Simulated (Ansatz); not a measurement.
Ge:

```xyz
4
Lattice="3.9976 0.0000 0.0000 -1.9988 3.4620 0.0000 0.0000 0.0000 6.5994" Properties=species:S:1:pos:R:3 pbc="T T T"
Ge    0.0000    2.3080    6.1843
Ge    1.9988    1.1540    2.8846
Ge    0.0000    2.3080    3.7148
Ge    1.9988    1.1540    0.4151
```

This isn't the form of Ge at room conditions, which is diamond.

Base run:

- Program: Ansatz 0.2.0
- Functional: HSE06
- Potentials or basis: Ansatz PAW
- Cutoff: 420 eV
- Density cutoff: 1680 eV
- k mesh: 6 × 6 × 4
- Occupations: fermi-dirac, width 0.05 eV
- Spin: no spin polarisation

Its results: band gap on the k mesh 0.39 eV, direct.

The run is repeated on the same cell with these changes: functional from HSE06 to PBE0. What comes out?

Band gap on the k mesh 0.99 eV, direct.

Not every run made on this cell is shown here.
